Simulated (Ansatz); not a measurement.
# CsPbBr3 (P1) in Ansatz: convergence with wavefunction cutoff

Aim: find how far wavefunction cutoff must go before the results for CsPbBr3 settle, at PBE. This setting moves, with any that are tied to it; all else stays.

All numbers are computed with Ansatz 0.2.0; they aren't measurements. Logs are shortened: lines on timing, memory, paths and dates and some standing lists are left out, and cuts for length are marked.

## Step 1: The cell of the first run

The typed cell holds 5 atoms: a = 5.870 Å, b = 5.870 Å, c = 5.870 Å, α = 90.00°, β = 90.00°, γ = 90.00°.

The cell isn't the ideal one: atoms moved at random, drawn with an rms of 0.05 Å.

## Step 2: With wavefunction cutoff 200 eV

Contents of input.yaml:

```yaml
crystal:
  lattice:
    - [5.87, 0.0, 0.0]
    - [0.0, 5.87, 0.0]
    - [0.0, 0.0, 5.87]
  atoms:
    - { symbol: Pb, position: [0.496429, 0.4935, 0.49965] }
    - { symbol: Cs, position: [-0.00335, -0.000974, -0.005618] }
    - { symbol: Br, position: [0.50649, 0.508899, -0.011428] }
    - { symbol: Br, position: [0.504061, 0.003109, 0.504014] }
    - { symbol: Br, position: [0.006189, 0.491299, 0.494113] }
hamiltonian:
  xc: pbe
  pseudopotentials: { kind: paw }
kpoints:
  mp_grid: { grid: [4, 4, 4] }
scf:
  occupations: { method: fermi_dirac, width: 0.05 }
output:
  forces: true
  stress: true
  eigenvalues: true
basis:
  ecutwfc: "200 eV"
```

Potentials or basis: Ansatz PAW.

Started as:

```sh
$ ansatz run input.yaml --threads 2 --pin off --max-ram 5632MiB --backend cpu --events-out ev --progress --plain --runs-dir out
```

Standard output:

```text
Warning: basis.ecutwfc = 200 eV is below the records' recommended 420 eV, and the density's cutoff is lower with it unless basis.ecutrho_ratio is high enough to keep the records' density cutoff: compare with a run at a higher cutoff
Warning: RAYON_NUM_THREADS=2 ignored (pool sized by the plan → 2); use --threads N
Engine: ansatz 0.2.0, aarch64-unknown-linux-gnu
Pseudopotentials: kind: paw
Pseudopotential: Pb, paw, valence charge 14, recommended cutoff 420 eV (normal), Pb.paw.azcp
Pseudopotential: Cs, paw, valence charge 9, recommended cutoff 420 eV (normal), Cs.paw.azcp
Pseudopotential: Br, paw, valence charge 7, recommended cutoff 420 eV (normal), Br.paw.azcp
Functional definition: PBE
  parameter kappa = 0.804
  parameter beta = 0.06672455060314922
  exchange = pbe_x(kappa = kappa, mu = beta*pi^2/3)
  correlation = pbe_c(beta = beta)
Crystal: 5 atoms, lattice volume = 202.262 Å³
Basis set: ecut = 200 eV, 1309 PW (Γ), exchange–correlation on 60×60×60 points (8 copies of the dense FFT grid, shifted against one another)
Bands: 27, of which v1, the nominal top of the filled ones, is band 22 counted from 1 (21 counted from 0)
Symmetry: 1 space group operations
Space group: P1 (ITA 1), of the structure as read, at distance tolerance 5.9e-5 Å
k-points: 36 of 64 (time reversal used)
Non-local potential: Pb, projectors of the file, l = 0: 2, l = 1: 2, l = 2: 2, l = 3: 2
Non-local potential: Cs, projectors of the file, l = 0: 3, l = 1: 2, l = 2: 2, l = 3: 2
Non-local potential: Br, projectors of the file, l = 0: 2, l = 1: 2, l = 2: 2
PAW form: soft (Blöchl's): semilocal exchange-correlation on the pseudo side does not see the compensation charge
PAW one-centre angular grid: Pb, 590 points (default); XC on 64 Gauss nodes
PAW one-centre angular grid: Cs, 194 points (default); XC on 64 Gauss nodes
PAW one-centre angular grid: Br, 110 points (default); XC on 64 Gauss nodes
Initial density: superposition of atomic densities (neutral atoms: chi_scale 0, normalization atom), corrected by the library's trained network
Initial wavefunctions: pseudopotential atomic-orbital guess
Functional: x = pbe(κ = 0.804, μ = 0.2195149727645171), c = pbe(β = 0.06672455060314922)
SCF iter   1: F=—  HF=-25925.389177 eV  |F-HF|=—  |Δ(HF+E_count)|=         —  Δρ=2.71e-2  dr2=7.57e-1  ethr=1.77e-3  ⟨swp⟩=7.2  Hψ=5112  notcnv=0
preconditioner: auto → Resta (q_TF=auto, 2.116 Å⁻¹)  ε∞=2.8  [insulator: Δε(μ)=1.733 eV  Ē_g=12.765 eV  σ=0.050 eV  W_gap=1.00  n_scr=26 (ndim 8)  ℏωp=16.9 eV  f_vac=0.051  D(μ)=0.00/eV (n_scr^D=0)  ε∞_Penn≈2.8]
SCF iter   2: F=—  HF=-25925.122898 eV  |F-HF|=—  |Δ(HF+E_count)|=   2.66e-1  Δρ=1.14e-2  dr2=1.06e-1  ethr=1.72e-3  ⟨swp⟩=2.4  Hψ=2148  notcnv=0  defer=14
SCF iter   3: F=—  HF=-25925.097797 eV  |F-HF|=—  |Δ(HF+E_count)|=   2.51e-2  Δρ=1.66e-3  dr2=1.99e-3  ethr=2.40e-4  ⟨swp⟩=2.2  Hψ=1822  notcnv=0  defer=29
SCF iter   4: F=—  HF=-25925.098440 eV  |F-HF|=—  |Δ(HF+E_count)|=   6.44e-4  Δρ=1.31e-4  dr2=3.73e-5  ethr=4.52e-6  ⟨swp⟩=2.0  Hψ=1098  notcnv=0  defer=29
SCF iter   5: F=—  HF=-25925.097776 eV  |F-HF|=—  |Δ(HF+E_count)|=   6.64e-4  Δρ=3.01e-5  dr2=2.37e-6  ethr=8.48e-8  ⟨swp⟩=2.0  Hψ=1706  notcnv=0  defer=29
SCF iter   6: F=—  HF=-25925.097776 eV  |F-HF|=—  |Δ(HF+E_count)|=   1.27e-7  Δρ=7.96e-6  dr2=2.30e-7  ethr=5.39e-9  ⟨swp⟩=2.0  Hψ=1715  notcnv=0  defer=29
SCF iter   7: F=-25925.097776 eV  HF=-25925.097776 eV  |F-HF|=2.27e-9  |Δ(HF+E_count)|=   1.38e-8  Δρ=2.53e-6  dr2=2.07e-8  ethr=2.27e-10  ⟨swp⟩=9.5  Hψ=4258  notcnv=0
SCF 1 converged in 7 iterations: F = -25925.097776 eV  dr2 = 2.07e-8
SCF converged after 7 iterations
Free energy (F): -25925.097776 eV
Harris-Foulkes:  -25925.097776 eV  (|F-HF|=2.27e-9)
Internal energy: -25925.097776 eV  (E = F + TS)
E sigma→0 (E₀):  -25925.097776 eV
Fermi energy:    4.579895 eV
--- Per-component energies (eV) ---
  E_band       = -246.601105
  E_kinetic    = 845.829394
  E_local      = -2640.887643  (includes V_loc(G=0)·N_el)
  E_nonlocal   = 569.214119
  E_hartree    = 962.017876
  E_xc         = -1193.625662
  E_vxc        = -576.139676  (∫ρ·V_xc dr)
  E_paw        = -22195.960693  (= ΣΔE_a)
  E_vpaw       = -368.659520  (= ΣTr[D̂ρ^β])
  E_aug_tail   = 0.000889  (compensation charges beyond the density's cutoff)
  E_ewald      = -2271.686056
  E_smearing   = -0.000000  (= −TS)
  E_closure    = -0.000000  (closes the sum)
  Σ components = -25925.097776   (vs F -25925.097776, Δ=0.00e0)
--- Forces (eV/Å), atoms counted from 1 ---
  atom   1  Pb     0.13931531     0.14649314    -0.17913566
  atom   2  Cs    -0.00118703    -0.00496766     0.00049488
  atom   3  Br     0.01114819     0.01162724     0.20961781
  atom   4  Br     0.01116588    -0.16168534    -0.01431877
  atom   5  Br    -0.16048290     0.00849109    -0.01660211
  max |Σ_I F_I| component: 5.61e-5 eV/Å
--- Stress (GPa, compression-positive) ---
        1.808994      -0.003064       0.006343
       -0.003064       1.807593      -0.001949
        0.006343      -0.001949       1.797208
  P = ⅓ Tr σ = 1.8046 GPa (18.046 kbar)
--- Band table (eV; the first three rows and the last of 36) ---
  k-point 0: bands = ["-17.6495", "-13.8176", "-13.8170", "-13.7524", "-13.7522", "-13.7522", "-10.7409", "-9.9822", "-9.9815", "-4.4241", "-4.4238", "-4.4237", "-3.3983", "-0.4893", "-0.4859", "-0.4632", "1.6453", "1.6460", "1.6479", "1.7616", "1.7644", "1.7701", "6.9096", "7.9664", "7.9678", "8.6843", "8.7000"]
  k-point 1: bands = ["-17.6476", "-13.8621", "-13.8172", "-13.7259", "-13.6974", "-13.6973", "-10.6426", "-10.0625", "-9.9384", "-4.4171", "-4.4168", "-4.4143", "-3.8239", "-0.4504", "-0.4478", "0.4351", "1.5614", "1.5807", "1.6002", "1.7060", "1.7087", "1.7915", "7.4796", "8.2858", "8.3815", "8.4206", "8.8918"]
  k-point 2: bands = ["-17.6439", "-13.7991", "-13.7643", "-13.7059", "-13.6330", "-13.6329", "-10.4359", "-10.2164", "-9.9571", "-4.4096", "-4.4095", "-4.4078", "-4.1110", "-0.3977", "-0.3953", "1.0128", "1.4812", "1.5030", "1.5412", "1.6598", "1.6620", "2.3272", "6.6849", "8.3376", "8.9575", "8.9738", "9.2438"]
  k-point 35: bands = ["-17.6478", "-13.8313", "-13.8310", "-13.7604", "-13.7600", "-13.7599", "-10.2803", "-10.2729", "-10.2724", "-5.3722", "-4.4583", "-4.4583", "-4.4580", "0.9325", "0.9365", "0.9379", "1.5144", "1.5240", "2.1279", "2.1312", "2.1320", "3.6664", "5.5402", "5.5471", "5.5610", "8.3738", "9.0701"]
```

Wall time 3.2 s (2 threads of Arm Neoverse V2, shared host); peak memory 0.34 GiB.

Results:

```
Free energy            : -25925.0978 eV
Pressure               : 1.8 GPa
Largest force          : 0.270 eV/Å
Band gap on the k mesh : 1.87 eV, direct
```

## Step 3: With wavefunction cutoff 250 eV

Edit input.yaml of step 2 so:

```diff
@@ -23,2 +23,2 @@
 basis:
-  ecutwfc: "200 eV"
+  ecutwfc: "250 eV"
```

Potentials or basis: Ansatz PAW.

Started as:

```sh
$ ansatz run input.yaml --threads 2 --pin off --max-ram 5632MiB --backend cpu --events-out ev --progress --plain --runs-dir out
```

Wall time 3.8 s (2 threads of Arm Neoverse V2, shared host); peak memory 0.36 GiB.

Results:

```yaml
Free_energy: -25932.0206 eV
Pressure: 1.7 GPa
Largest_force: 0.268 eV/Å
Band_gap_on_the_k_mesh: 1.62 eV, direct
```

## Step 4: With wavefunction cutoff 300 eV

Edit input.yaml of step 3 so:

```diff
@@ -23,2 +23,2 @@
 basis:
-  ecutwfc: "250 eV"
+  ecutwfc: "300 eV"
```

Started as:

```sh
$ ansatz run input.yaml --threads 2 --pin off --max-ram 5632MiB --backend cpu --events-out ev --progress --plain --runs-dir out
```

Wall time 5.1 s (2 threads of Arm Neoverse V2, shared host); peak memory 0.39 GiB.

What came out:

```
Free energy            : -25933.0621 eV
Pressure               : 1.6 GPa
Largest force          : 0.234 eV/Å
Band gap on the k mesh : 1.55 eV, direct
```

## Step 5: With wavefunction cutoff 350 eV

Edit input.yaml of step 4 so:

```diff
@@ -23,2 +23,2 @@
 basis:
-  ecutwfc: "300 eV"
+  ecutwfc: "350 eV"
```

Started as:

```sh
$ ansatz run input.yaml --threads 2 --pin off --max-ram 5632MiB --backend cpu --events-out ev --progress --plain --runs-dir out
```

It took 6.1 s on 2 threads of Arm Neoverse V2, shared host; peak memory 0.42 GiB.

What came out:

```
Free energy            : -25933.1667 eV
Pressure               : 1.6 GPa
Largest force          : 0.231 eV/Å
Band gap on the k mesh : 1.54 eV, direct
```

## Step 6: With wavefunction cutoff 400 eV

Edit input.yaml of step 5 so:

```diff
@@ -23,2 +23,2 @@
 basis:
-  ecutwfc: "350 eV"
+  ecutwfc: "400 eV"
```

Potentials or basis: Ansatz PAW.

Started as:

```sh
$ ansatz run input.yaml --threads 2 --pin off --max-ram 5632MiB --backend cpu --events-out ev --progress --plain --runs-dir out
```

It took 7.6 s on 2 threads of Arm Neoverse V2, shared host; peak memory 0.46 GiB.

The run converged. Its results:

```
Free energy            : -25933.1714 eV
Pressure               : 1.6 GPa
Largest force          : 0.231 eV/Å
Band gap on the k mesh : 1.54 eV, direct
```

## Step 7: With wavefunction cutoff 450 eV

Edit input.yaml of step 6 so:

```diff
@@ -23,2 +23,2 @@
 basis:
-  ecutwfc: "400 eV"
+  ecutwfc: "450 eV"
```

Started as:

```sh
$ ansatz run input.yaml --threads 2 --pin off --max-ram 5632MiB --backend cpu --events-out ev --progress --plain --runs-dir out
```

Run time: 9 s. Hardware: 2 threads of Arm Neoverse V2, shared host; peak memory 0.51 GiB.

The run converged. Its results:

```yaml
Free_energy: -25933.1734 eV
Pressure: 1.6 GPa
Largest_force: 0.231 eV/Å
Band_gap_on_the_k_mesh: 1.54 eV, direct
```

## Step 8: With wavefunction cutoff 500 eV

Edit input.yaml of step 7 so:

```diff
@@ -23,2 +23,2 @@
 basis:
-  ecutwfc: "450 eV"
+  ecutwfc: "500 eV"
```

Started as:

```sh
$ ansatz run input.yaml --threads 2 --pin off --max-ram 5632MiB --backend cpu --events-out ev --progress --plain --runs-dir out
```

Run time: 9.9 s. Hardware: 2 threads of Arm Neoverse V2, shared host; peak memory 0.54 GiB.

The run converged. Its results:

```
Free energy            : -25933.1747 eV
Pressure               : 1.6 GPa
Largest force          : 0.231 eV/Å
Band gap on the k mesh : 1.54 eV, direct
```

## Step 9: With wavefunction cutoff 600 eV

Edit input.yaml of step 8 so:

```diff
@@ -23,2 +23,2 @@
 basis:
-  ecutwfc: "500 eV"
+  ecutwfc: "600 eV"
```

Potentials or basis: Ansatz PAW.

Started as:

```sh
$ ansatz run input.yaml --threads 2 --pin off --max-ram 5632MiB --backend cpu --events-out ev --progress --plain --runs-dir out
```

Run time: 12 s. Hardware: 2 threads of Arm Neoverse V2, shared host; peak memory 0.62 GiB.

Results (log left out):

```yaml
Free_energy: -25933.1752 eV
Pressure: 1.6 GPa
Largest_force: 0.231 eV/Å
Band_gap_on_the_k_mesh: 1.54 eV, direct
```

## Step 10: With wavefunction cutoff 800 eV

Edit input.yaml of step 9 so:

```diff
@@ -23,2 +23,2 @@
 basis:
-  ecutwfc: "600 eV"
+  ecutwfc: "800 eV"
```

Started as:

```sh
$ ansatz run input.yaml --threads 2 --pin off --max-ram 5632MiB --backend cpu --events-out ev --progress --plain --runs-dir out
```

Run time: 19 s. Hardware: 2 threads of Arm Neoverse V2, shared host; peak memory 0.85 GiB.

Results (log left out):

| Quantity | Value |
| --- | --- |
| Free energy | -25933.1754 eV |
| Pressure | 1.6 GPa |
| Largest force | 0.231 eV/Å |
| Band gap on the k mesh | 1.54 eV, direct |

## Step 11: Result

```
wavefunction cutoff  energy less the tightest run, at zero smearing (meV/atom)  pressure (GPa)  largest force (eV/Å)  gap on the mesh (eV)  SCF cycles  CPU time (s)  peak memory (GiB)
             200 eV                                                    1615.53            1.80                 0.270                 1.874           7           6.3               0.34
             250 eV                                                     230.98            1.67                 0.268                 1.616           6           7.4               0.36
             300 eV                                                      22.67            1.63                 0.234                 1.554           6            10               0.39
             350 eV                                                       1.75            1.63                 0.231                 1.544           6            12               0.42
             400 eV                                                       0.80            1.64                 0.231                 1.543           6            15               0.46
             450 eV                                                       0.41            1.64                 0.231                 1.544           6            18               0.51
             500 eV                                                       0.14            1.64                 0.231                 1.544           6            20               0.54
             600 eV                                                       0.04            1.63                 0.231                 1.544           6            23               0.62
             800 eV                                                       0.00            1.63                 0.231                 1.544           6            38               0.85
```

Against the tightest run, the energy stays within 1 meV/atom from 400 eV on; the pressure stays within 0.1 GPa from 250 eV on; the largest force stays within 0.005 eV/Å from 300 eV on; the gap on the mesh stays within 0.01 eV from 350 eV on. The tightest run that finished is the yardstick and may itself not be fully converged.

Caveats: spin-orbit coupling is left out, which as a rule narrows the gap of such compounds by several tenths of an eV.
